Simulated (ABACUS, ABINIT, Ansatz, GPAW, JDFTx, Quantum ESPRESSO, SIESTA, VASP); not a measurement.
# One calculation of TiC, 9 ways

```
CELL_PARAMETERS angstrom
0.00000 2.16572 2.16572
2.16572 0.00000 2.16572
2.16572 2.16572 0.00000
ATOMIC_POSITIONS crystal
Ti 0.00000 0.00000 0.00000
C 0.50000 0.50000 0.50000
```

The cell is a database's computed one, not the measured one.

Alike in all runs: task single point; functional PBE; k mesh 11 × 11 × 11; occupations fermi-dirac, width 0.05 eV; no spin polarisation; no spin-orbit coupling. Pressure is positive in compression and, in plane waves, holds the error of the finite cutoff, which Ansatz's Pulay term estimates and takes out.

```tsv
program and potentials	plane-wave cutoff (eV)	notes	pressure (GPa)
SIESTA, files PseudoDojo sr-pbe-0.4.1-standard, DZP (energy shift 0.003 Ry; two zetas on semicore shells)	-	atomic basis	1.40
GPAW, GPAW PAW data sets (gpaw-data 1.2.1)	800	-	0.94
Quantum ESPRESSO, SSSP 1.3 efficiency PBE	748	-	0.22
JDFTx, PseudoDojo-SR-PBE-0.5-standard	1143	-	0.32
VASP, PBE PAW files C, Ti_sv, 520 eV	520	-	?
Ansatz, all-electron LAPW, scalar-relativistic	-	-	0.26
ABINIT, JTH PAW PBE v2.0	517	-	0.70
ABACUS, PseudoDojo NC SR 0.4.1 PBE standard, plane waves	1143	-	0.29
Ansatz, Ansatz PAW (earlier soft set)	420	Pulay term of +0.24 GPa included	0.22
```

Estimate from the other rows what the run with VASP, PBE PAW files C, Ti_sv, 520 eV gave.

Pressure 0.51 GPa. The other rows, which needn't bracket it: pressure 0.22 to 1.40.
